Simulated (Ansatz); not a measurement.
## Co: from a trial structure to a relaxed crystal

All numbers below come from Ansatz 0.2.0, DFT r2SCAN, scalar-relativistic, plane waves, PAW. Cutoff 500 eV, Γ-centred k mesh, Gaussian smearing, collinear spin, first started from parallel moments.

Co was placed on the diamond structure type (Fd-3m, No. 227), at a guessed volume.

```yaml
crystal:
  lattice:
    - [0.00000, 2.31372, 2.31372]
    - [2.31372, 0.00000, 2.31372]
    - [2.31372, 2.31372, 0.00000]
  atoms:
    - { symbol: Co, position: [0.50000, 0.50000, 0.50000] }
    - { symbol: Co, position: [0.75000, 0.75000, 0.75000] }
```

Cell and atoms relax at zero pressure; the relaxation can't lower the symmetry of the start. After a coarse first stage the cell is made exact in the group found at 0.06 Å.

Energies count from the standard state of Co at the same level.

Problem. Which crystal results?

Solution. It keeps Fd-3m (No. 227). The result has the diamond structure. Conventional cell: a = 5.035 Å. Co is coordinated by 4 Co at 2.18 Å.

```cif
data_structure
_symmetry_space_group_name_H-M 'Fd-3m:1'
_symmetry_Int_Tables_number 227
_cell_length_a 5.0348
_cell_length_b 5.0348
_cell_length_c 5.0348
_cell_angle_alpha 90.000
_cell_angle_beta 90.000
_cell_angle_gamma 90.000
_cell_volume 127.63
loop_
_atom_site_label
_atom_site_type_symbol
_atom_site_symmetry_multiplicity
_atom_site_Wyckoff_symbol
_atom_site_fract_x
_atom_site_fract_y
_atom_site_fract_z
_atom_site_occupancy
Co1 Co 8 a 0.50000 0.00000 0.50000 1
```

Problem. What are its volume, energy, gap and moment?

Solution. The volume per atom is 15.95 Å³. The density is 6.13 g/cm³ and the energy over the standard structure is 1.35 eV/atom. The gap on the 18×18×18 mesh is 0 eV (a metal), the net moment per atom is 1.84 μB and the largest site moment is 1.92 μB.

The final run used a 18×18×18 mesh on its 2-atom cell and 0.10 eV smearing. For metals, differences of a few meV/atom aren't resolved. The magnetic state reached may not be the lowest. A structure relaxed within its symmetry needn't be a true minimum.